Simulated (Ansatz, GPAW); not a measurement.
This is a calculation of InAs for Ansatz 0.2.0. 

File input.yaml:

```yaml
crystal:
  lattice:
    - [0.0, 3.018, 3.018]
    - [3.018, 0.0, 3.018]
    - [3.018, 3.018, 0.0]
  atoms:
    - { symbol: In, position: [0.0, 0.0, 0.0] }
    - { symbol: As, position: [0.75, 0.75, 0.75] }
kpoints:
  mp_grid: { grid: [8, 8, 8] }
scf:
  occupations: { method: gaussian, width: 0.023 }
hamiltonian:
  xc: pbe
  pseudopotentials: { kind: all_electron, lapw: { basis_error: 0.001 } }
output:
  forces: true
  stress: true
  eigenvalues: true
```

Potentials or basis: all-electron LAPW, scalar-relativistic.

The run is started by

```sh
$ ansatz run input.yaml --threads 1 --pin off --max-ram 3072MiB --backend cpu --events-out ev --progress --plain --runs-dir out
```

Problem. What does the same run look like in GPAW 26.7.0 (ASE script)? Potentials or basis there: GPAW PAW data sets (gpaw-data 1.2.1), cutoff 600 eV.

Solution. As run (cutoffs and basis follow the program's own potentials, and thresholds, step limits or extra output files can differ):

The input run.py:

```python
from ase.dft.bandgap import bandgap
from ase.io import read, write
from ase.units import GPa
from gpaw import GPAW, PW

atoms = read('InAs.xyz')

calc = GPAW(mode=PW(600),
            xc='PBE',
            kpts={'size': (8, 8, 8), 'gamma': True},
            occupations={'name': 'methfessel-paxton', 'order': 0, 'width': 0.023},
            nbands=18,
            convergence={'density': 1e-05, 'energy': 1e-05},
            maxiter=150,
            txt='gpaw.txt')
atoms.calc = calc
energy = atoms.get_potential_energy()
forces = atoms.get_forces()
stress = atoms.get_stress()
calc.write('gs.gpw')
write('result.traj', atoms)
print(f'Energy: {energy:.6f} eV')
print('Forces (eV/A):')
print(forces.round(4))
print('Stress (GPa):', (stress / GPa).round(3))
print('Fermi level:', round(calc.get_fermi_level(), 4), 'eV')
print(f'Gap: {bandgap(calc)[0]:.4f} eV, direct: {bandgap(calc, direct=True)[0]:.4f} eV')
```

Contents of InAs.xyz:

```xyz
2
Lattice="0.0000000000 3.0180000000 3.0180000000 3.0180000000 0.0000000000 3.0180000000 3.0180000000 3.0180000000 0.0000000000" Properties=species:S:1:pos:R:3 pbc="T T T"
In     0.0000000000      0.0000000000      0.0000000000
As     4.5270000000      4.5270000000      4.5270000000
```

Potentials or basis: GPAW PAW data sets (gpaw-data 1.2.1), pw.

Launch:

```bash
$ OMP_NUM_THREADS=1 python run.py
```

Both were run:

|  | Ansatz | GPAW |
| --- | --- | --- |
| Pressure | 4.3 GPa | 4.0 GPa |

Where Ansatz's input types no cutoff or centring, it takes its own default and a Γ-centred mesh.

Pressure is positive in compression.
